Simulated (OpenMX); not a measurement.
Si2Mo:

```
CELL_PARAMETERS angstrom
4.53529 0.00000 0.00000
2.27744 3.92200 0.00000
-3.40636 -1.96100 2.26274
ATOMIC_POSITIONS crystal
Mo 0.00000 0.00000 0.00000
Si 0.66700 0.66700 0.00000
Si 0.33300 0.33300 0.00000
```

Base run:

| Quantity | Value |
| --- | --- |
| Program | OpenMX 3.8.5 |
| Functional | PBE |
| Dispersion | D4 |
| Potentials or basis | OpenMX 2013 PBE set, Mo7.0-s3p2d2, Si7.0-s2p2d1, grid cutoff 400 Ry |
| k mesh | 9 × 9 × 9 |
| Occupations | fermi-dirac, width 0.05 eV |
| Spin | no spin polarisation |

Its results: band gap on the k mesh none (metal or under the smearing width); pressure -1.9 GPa; largest force 0.275 eV/Å.

Q: The run is repeated on the same cell with these changes: dispersion from D4 to D3(BJ). What comes out?

A: Band gap on the k mesh none (metal or under the smearing width); pressure -2.8 GPa; largest force 0.269 eV/Å.

Caveats: the basis of atomic orbitals isn't converged, which shifts pressures, moduli and gaps; pairwise dispersion overbinds metals, which lowers pressure and volume.
